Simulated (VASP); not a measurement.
The system is Mg3Sb2.

```xyz
5
Lattice="4.5820 0.0000 0.0000 -2.2910 3.9681 0.0000 0.0000 0.0000 7.2440" Properties=species:S:1:pos:R:3 pbc="T T T"
Sb    2.2910    1.3227    5.5417
Sb    0.0000    2.6454    1.7023
Mg    0.0000    0.0000    0.0000
Mg    2.2910    1.3227    2.6803
Mg    0.0000    2.6454    4.5637
```

Program: VASP 6.6.1. Alike in all runs: task band structure; potentials or basis VASP PAW PBE potentials, release 64 (Sb, Mg); no spin polarisation; cell as given; k mesh 7 × 7 × 4; cutoff (eV) 520; smearing fermi-dirac 0.05 eV.

Question: Order these runs on this cell by their band gap on the k mesh, lowest first.
A. level MS2
B. level r2SCAN
C. level PBE

Answer: C (0.34 eV), A (0.52 eV), B (0.76 eV).

Caveats: spin-orbit coupling is left out, which moves the levels of the heavy elements; the mesh misses the band edges, which the band path finds closer together (some runs).

Not every run made on this cell is shown here.
